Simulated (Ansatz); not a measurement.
**Contact densities of Rb against volume**

```
Rb
1.0
    -2.37899    2.37899    8.48867
     2.37899   -2.37899    8.48867
     2.37899    2.37899   -8.48867
Rb
2
Cartesian
  2.3790 0.0000 4.2443
  0.0000 0.0000 8.4887
```

Atoms are numbered in the order listed.

The cell is the one relaxed in the Materials Project (mp-639736), not relaxed further here; entries there can be hypothetical.

Method: Ansatz 0.2.0, DFT, r2SCAN, all-electron PAW with datasets made for the crystal, scalar-relativistic.

Settings: a Γ-centred 12×12×12 k mesh, Fermi–Dirac smearing of 0.03 eV, cutoff 180 eV (chosen by the program for this cell), no spin polarisation.

The contact density is the mean electron density over the nuclear volume; its changes follow the s electrons' response to bonding and compression. Changes below are taken from the unscaled cell, where it is 361495 e/Å³ at Rb1.

The datasets are made afresh for each cell, so very small changes are uncertain.

Task: Does compression raise or lower the contact density at Rb1?

Result: It raises it, by 1.18 e/Å³ over the whole range.

Task: Tabulate the changes with volume.

Result: 
```json
{"V/V(cell)": "0.9405", "P (GPa)": "0.2", "Δρ(0) Rb1 (e/Å³)": "0.63"}
{"V/V(cell)": "1.0000", "P (GPa)": "0.0", "Δρ(0) Rb1 (e/Å³)": "0.00"}
{"V/V(cell)": "1.0600", "P (GPa)": "-0.1", "Δρ(0) Rb1 (e/Å³)": "-0.55"}
```
